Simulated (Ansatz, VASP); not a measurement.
Si5N in VASP and in Ansatz

```xyz
6
Lattice="-2.7052 2.7052 2.9720 2.7052 -2.7052 2.9720 2.7052 2.7052 -2.9720" Properties=species:S:1:pos:R:3 pbc="T T T"
Si    1.9027    0.0000    0.0000
Si    3.5076    0.0000    0.0000
Si    0.0000    3.5076    0.0000
Si    0.0000    1.9027    0.0000
Si    0.0000    0.0000    2.9720
N     0.0000    0.0000    0.0000
```

Alike in both runs: task single point; functional PBE; k mesh 4 × 4 × 4; occupations gaussian, width 0.1 eV; no spin polarisation.

```csv
,VASP,Ansatz
version,VASP 6.6.1,Ansatz 0.2.0
potentials or method,"VASP PAW PBE potentials, release 64 (Si, N)","scalar-relativistic, plane waves, PAW"
plane-wave cutoff (eV),520,420
valence electrons in the cell,25,25
```

```csv
,VASP,Ansatz,Ansatz less VASP
gap on the k mesh at the Fermi level (eV),none,none,-
rms of the force components (eV/Å),13.318,13.448,+0.1307
```

Atom by atom the forces differ by 0.131 eV/Å (rms over components). A gap of «none» marks a metal or a gap that the smearing closes. With one functional, cell and mesh, what is left measures potentials, basis and numerics.

Caveats: the k mesh is coarse (spacing up to 0.41 Å⁻¹), so the values aren't converged; forces of over 1 eV/Å show positions far from the minimum, so gaps and moduli don't describe the material at rest.
